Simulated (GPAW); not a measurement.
Crystal: TaN.

```
CELL_PARAMETERS angstrom
0.00000 2.21132 2.21132
2.21132 0.00000 2.21132
2.21132 2.21132 0.00000
ATOMIC_POSITIONS crystal
Ta 0.50000 0.50000 0.50000
N 0.00000 0.00000 0.00000
```

The cell comes from a database or a generator and needn't be the stable form of this composition.

| Property | Result |
| --- | --- |
| Program | GPAW 26.7.0 |
| Task | relaxation of cell and atoms |
| Functional | PBEsol |
| Dispersion | D3(BJ) |
| Potentials or basis | PAW data sets generated in the run's folder for this functional |
| Cutoff | 800 eV |
| Basis | pw |
| k mesh | 10 × 10 × 10 |
| Occupations | fermi-dirac, width 0.05 eV |
| Spin | no spin polarisation |

At the start: pressure -17.9 GPa; volume 10.81 Å³/atom.

Task: How do energy, volume and symmetry change on relaxing?

Result: Over 4 steps the energy falls by 30.8 meV/atom and the volume is 10.25 Å³/atom (-5.2 %); space group Fm-3m (No. 225, to 0.05 Å).

Step by step:
```
step  energy change (eV)  largest force (eV/Å)  pressure (GPa)  volume (Å³)
   1              0.0000                0.0000          -17.92        21.63
   2             -0.0459                0.0000           -9.77        21.07
   3             -0.0614                0.0000            0.71        20.46
   4             -0.0616                0.0000           -0.02        20.50
```

Final structure:
```xyz
2
Lattice="0.0000 2.1723 2.1723 2.1723 0.0000 2.1723 2.1723 2.1723 0.0000" Properties=species:S:1:pos:R:3 pbc="T T T"
Ta    2.1723    2.1723    2.1723
N     0.0000    0.0000    0.0000
```

Caveat: later steps reuse the first step's grids; pairwise dispersion overbinds metals, which lowers pressure and volume.
